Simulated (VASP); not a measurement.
**Results of a VASP single-point calculation on SiO₂ (strained rutile)**

POSCAR

```
Si O
 1.0000000000000000
     4.1851887985999996    0.0000000000000000    0.0000000000000000
     0.0000000000000000    4.1851887985999996    0.0000000000000000
     0.0000000000000000    0.0000000000000000    2.6154630930999998
 Si  O
   2   4
Cartesian
  0.0000000000000000 -0.0000000000000000  0.0000000000000000
  2.0925943992999998  2.0925943992999998  1.3077315465499999
  1.2807707916413076  1.2807707916413076  0.0000000000000000
  0.8118236076586919  3.3733651909413074  1.3077315465499999
  3.3733651909413074  0.8118236076586919  1.3077315465499999
  2.9044180069586920  2.9044180069586920  0.0000000000000000
```

* gap between bands v and c: 6.96 eV
* least direct gap: 6.96 eV
* largest force: 0.03 eV/Å

Band v is the last that the valence electrons fill when counted band by band, and c is the next. Levels in eV from the top of v:

```tsv
point	v−1	v	c	c+1
Γ	-0.92	0.00	6.96	8.07
X	-1.12	-1.12	9.18	9.18
M	-2.45	-2.45	8.85	8.85
Z	-2.79	-2.79	10.38	10.38
R	-1.85	-1.85	9.99	9.99
A	-1.65	-1.65	8.34	8.34
```

Which of these levels of theory gave these results?
A. HSE06
B. PBE
C. PBE0
D. LDA
E. r²SCAN
F. PBE with spin–orbit coupling
G. PBEsol

E.

The INCAR was:

```
LELF = .TRUE.
LCHARG = .TRUE.
ISMEAR = 0
ALGO = Normal
PREC = Accurate
NSW = 0
SIGMA = 0.01
METAGGA = R2SCAN
EDIFF = 1E-7
IBRION = -1
NBANDS = 25
LREAL = .FALSE.
ISIF = 2
ENCUT = 520
NELM = 120
LASPH = .TRUE.
LWAVE = .FALSE.
```
